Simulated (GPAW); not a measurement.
Input of a GPAW 26.7.0 run:

File run.py:

```python
from ase.dft.bandgap import bandgap
from ase.io import write
from ase.spacegroup import crystal
from ase.units import GPa
from gpaw import GPAW, PW

# Hf 4a
# N 4b
atoms = crystal(['Hf', 'N'],
                basis=[[0.0, 0.0, 0.0],
                       [0.5, 0.0, 0.0]],
                spacegroup=225, setting=1,  # Fm-3m
                cellpar=[4.512, 4.512, 4.512, 90.0, 90.0, 90.0],
                primitive_cell=True)

calc = GPAW(mode=PW(600),
            xc='PBE',
            kpts={'size': (8, 8, 8), 'gamma': True},
            occupations={'name': 'fermi-dirac', 'width': 0.05},
            setups={'Hf': ':d,3.5'},
            nbands=19,
            maxiter=120,
            txt='gpaw.txt')
atoms.calc = calc
energy = atoms.get_potential_energy()
forces = atoms.get_forces()
stress = atoms.get_stress()
calc.write('gs.gpw')
write('result.traj', atoms)
print(f'Energy: {energy:.6f} eV')
print('Forces (eV/A):')
print(forces.round(4))
print('Stress (GPa):', (stress / GPa).round(3))
print('Fermi level:', round(calc.get_fermi_level(), 4), 'eV')
print(f'Gap: {bandgap(calc)[0]:.4f} eV, direct: {bandgap(calc, direct=True)[0]:.4f} eV')
```

Potentials or basis: GPAW PAW data sets (gpaw-data 1.2.1), pw.

The run is started by

```console
$ OMP_NUM_THREADS=1 python run.py
```

(1) Predict the pressure.

(2) Predict the band gap on the k mesh.

Answers

(1) 15.2 GPa.

(2) none (metal or under the smearing width).

Caveat: the cutoff is short for stress and forces, so pressures can be off by a GPa or more; U without spin polarisation on a metal has little footing.
